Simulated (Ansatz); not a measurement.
**N vacancy in AlN**

Computed with DFT PBE, scalar-relativistic, plane waves, PAW in Ansatz. Run with 420 eV cutoff, 4×4×4 k-mesh, Gaussian smearing of 0.01 eV, collinear spin in charge 0, +2 alone.

Host crystal, relaxed:

```xyz
2
Lattice="0.0000 2.2016 2.2016 2.2016 0.0000 2.2016 2.2016 2.2016 0.0000" Properties=species:S:1:pos:R:3 pbc="T T T"
Al    0.0000    0.0000    0.0000
N     3.3024    3.3024    3.3024
```

Supercell of 16 atoms, rows in host cell vectors: 0 -2 2; 0 0 2; -2 0 2. Atoms relax at the host's cell, keeping the symmetry that the supercell leaves at the site. The cell is small, so energies carry finite-size errors of tenths of an eV. The host's Kohn–Sham gap is 3.31 eV. Atoms are taken from and returned to the elements' standard states. Charged cells are corrected for image charges with the computed static dielectric tensor (mean 8.7) and aligned with the host's potential at far atoms (alignment terms reach 1.19 eV; the program doubts the alignment in some charges, where it is up to 1.19 eV). No band-filling term is added, and the Fermi level counts from the host's valence band top.

Starting moments were lost in some runs.

Defect: N vacancy set at (0.750, 0.750, 0.750) of the host cell. Before relaxation its nearest neighbours are 4 Al at 1.91 Å.

| charge | E_f at the valence band top (eV) | over the neutral state (eV) | moment (μB) | largest move (Å) | atoms near the site |
| --- | --- | --- | --- | --- | --- |
| +2 | 2.57 | -2.53 | 0.03 | 0.15 | 4 Al at 2.06 Å |
| +1 | 2.37 | -2.74 | 0.00 | 0.06 | 4 Al at 1.96 Å |
| 0 | 5.11 | 0.00 | 0.03 | 0.02 | 4 Al at 1.89 Å |

Among the charges computed the stable one is +1 at the valence band top, changing to 0 at 2.74 eV. In charge +2 the extra carrier would gain by moving to a band edge of the host, so it isn't bound in the gap, though by less than the errors named above. In charge +2, 0 the cell has partly filled bands: a level of the defect may be part filled, the carrier may sit in the host's bands, or levels may cross between the k points, so transitions that involve it are doubtful.